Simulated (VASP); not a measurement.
**BaS: relaxation of the atoms with r2SCAN**

**The experiment to reproduce.**

From a printed reference work, monograph, original work of 1988, for a bulk crystal of BaS at 2 K: band gap 3.806 eV (indirect).

The system is BaS.

```xyz
2
Lattice="0.0000 3.2128 3.2128 3.2128 0.0000 3.2128 3.2128 3.2128 0.0000" Properties=species:S:1:pos:R:3 pbc="T T T"
Ba    0.0000    0.0000    0.0000
S     3.2128    3.2128    3.2128
```

```
Program                : VASP 6.6.1
Task                   : relaxation of the atoms
Functional             : r2SCAN
Potentials or basis    : VASP PAW PBE potentials, release 64 (Ba_sv, S)
Cutoff                 : 520 eV
k mesh                 : 8 × 8 × 8
Occupations            : fermi-dirac, width 0.02 eV
Spin                   : no spin polarisation
Dipole correction      : no
Further INCAR settings : ALGO = Normal; EDIFF = 1e-06; IBRION = 2; EDIFFG = -0.01; NSW = 50
```

- Pressure after relaxing: 0.5 GPa
- Band gap on the k mesh: 2.49 eV, indirect (least direct gap 2.64 eV)

Final structure:
```
CELL_PARAMETERS angstrom
0.00000 3.21284 3.21284
3.21284 0.00000 3.21284
3.21284 3.21284 0.00000
ATOMIC_POSITIONS crystal
Ba 0.00000 0.00000 0.00000
S 0.50000 0.50000 0.50000
```

Levels at points of the mesh, in eV from the valence-band top:
```tsv
k point	band 4	band 5	band 6	band 7	band 8	band 9	band 10	band 11	band 12
(0.00, 0.00, 0.00)	-11.50	-10.77	0.00	0.00	0.00	4.13	4.30	4.30	4.30
(0.50, 0.00, 0.00)	-11.54	-9.51	-1.88	-1.05	-1.05	5.97	6.08	6.79	6.79
(0.50, 0.50, 0.00)	-11.69	-10.68	-0.54	-0.14	-0.14	2.49	6.48	6.61	7.95
```

Run time: 2.8 min on 1 thread of Oxide Virtual Turin-like Processor, on a shared host, peak memory 0.19 GiB.

A measured gap of BaS is 3.806 eV (indirect; 2 K; a printed reference work, monograph, original work of 1988); the calculated 2.49 eV misses it by -1.31 eV. Spin-orbit coupling on Ba is left out. The value is that of r2SCAN on a finite k mesh, which can miss the band edges, without temperature or zero-point motion.

Caveat: the relaxation stopped at its first step, so nothing moved; the PAW data sets were made with another functional, which shifts forces and pressure a little; spin-orbit coupling is left out, which moves the levels of the heavy elements.
